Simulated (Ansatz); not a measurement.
The cell is COD entry 9009735, as deposited and not checked against the literature; nothing was relaxed. The listed cell was then made from it by scaling, straining or moving an atom.

An input for KI: DFT, PBE, all-electron LAPW, scalar-relativistic (Ansatz 0.2.0).

```yaml
crystal:
  lattice:
    - [0.0352455, 3.52455, 3.52455]
    - [3.52455, 0.0352455, 3.52455]
    - [3.5597955, 3.5597955, 0.0]
  atoms:
    - { symbol: K, position: [0.0, 0.0, 0.0] }
    - { symbol: I, position: [0.5, 0.5, 0.5] }
kpoints:
  mp_grid: { grid: [6, 6, 6] }
scf:
  occupations: { method: fermi_dirac, width: 0.02 }
hamiltonian:
  xc: pbe
  pseudopotentials: { kind: all_electron, lapw: { basis_error: 0.00025 } }
output:
  forces: true
  stress: true
  eigenvalues: true
```

Set-up and iterations as logged by Ansatz (the results part is left out, to be predicted):

```
LAPW: plane waves up to 6.020 Å⁻¹, error target 2.5e-4 eV per atom; small_component_spin mean_spin; K in spheres of 1.722 Å, 9 of its electrons in bands, Dirac shells []; I in spheres of 1.802 Å, 25 of its electrons in bands, Dirac shells []
Engine: ansatz 0.2.0
Pseudopotentials: kind: all_electron
Pseudopotential: K, LAPW, valence charge 9, Koelling and Harmon's equation, gaussian nucleus
Pseudopotential: I, LAPW, valence charge 25, Koelling and Harmon's equation, gaussian nucleus
Functional definition: PBE
  parameter kappa = 0.804
  parameter beta = 0.06672455060314922
  exchange = pbe_x(kappa = kappa, mu = beta*pi^2/3)
  correlation = pbe_c(beta = beta)
Crystal: 2 atoms, lattice volume = 87.558 Å³
Basis set: ecut = 138.0556332797231 eV, 331 PW (Γ), exchange–correlation at level 2
Bands: 21, of which v1, the nominal top of the filled ones, is band 17 counted from 1 (16 counted from 0)
Symmetry: 8 space group operations
Space group: Immm (ITA 71), of the structure as read, at distance tolerance 4.4e-5 Å
k-points: 46 of 216
Non-local potential: K, projectors of the file, none
Non-local potential: I, projectors of the file, none
Initial density: superposition of atomic densities (chi_scale 0.1, normalization cell, long waves kept (reshape's long-wave potential 0.00 eV rms))
Initial wavefunctions: plane waves of lowest kinetic energy (no species holds an atomic orbital)
Functional: x = pbe(κ = 0.804, μ = 0.2195149727645171), c = pbe(β = 0.06672455060314922)
iter 1 solved again at ethr=7.41e-4 eV; its pass at ethr=1.00e-1 eV (dr2=2.52e-1 eV) is discarded
SCF iter   1: F=—  HF=-210029.570175 eV  |F-HF|=—  |Δ(HF+E_count)|=         —  Δρ=9.86e-3  dr2=2.51e-1  ethr=7.41e-4  ⟨swp⟩=2.5  Hψ=6223  notcnv=0
iter 2 solved again at ethr=5.58e-5 eV; its pass at ethr=7.40e-4 eV (dr2=1.90e-2 eV) is discarded
SCF iter   2: F=—  HF=-210029.484436 eV  |F-HF|=—  |Δ(HF+E_count)|=   8.57e-2  Δρ=2.82e-3  dr2=1.90e-2  ethr=5.58e-5  ⟨swp⟩=2.0  Hψ=5340  notcnv=0
SCF iter   3: F=—  HF=-210029.492824 eV  |F-HF|=—  |Δ(HF+E_count)|=         —  Δρ=1.27e-3  dr2=3.85e-3  ethr=5.58e-5  ⟨swp⟩=3.0  Hψ=3315  notcnv=0
the basis was enlarged: its passes take 460.4 KiB over the memory plan, 1 of 1 planned eigensolver slots
SCF iter   4: F=—  HF=-210029.495859 eV  |F-HF|=—  |Δ(HF+E_count)|=   3.03e-3  Δρ=2.20e-4  dr2=8.94e-5  ethr=1.13e-5  ⟨swp⟩=3.0  Hψ=3348  notcnv=0
SCF iter   5: F=—  HF=-210029.496113 eV  |F-HF|=—  |Δ(HF+E_count)|=   2.54e-4  Δρ=3.38e-5  dr2=2.00e-6  ethr=2.63e-7  ⟨swp⟩=3.0  Hψ=3260  notcnv=0
SCF iter   6: F=—  HF=-210029.496121 eV  |F-HF|=—  |Δ(HF+E_count)|=   8.39e-6  Δρ=4.37e-6  dr2=3.13e-8  ethr=5.90e-9  ⟨swp⟩=3.0  Hψ=3197  notcnv=0
SCF iter   7: F=-210029.496122 eV  HF=-210029.496122 eV  |F-HF|=8.59e-9  |Δ(HF+E_count)|=   1.48e-7  Δρ=9.87e-7  dr2=1.64e-9  ethr=9.20e-11  ⟨swp⟩=3.0  Hψ=3283  notcnv=0
```

Problem. What pressure will this run report?

Solution. 0.68 GPa (positive in compression).
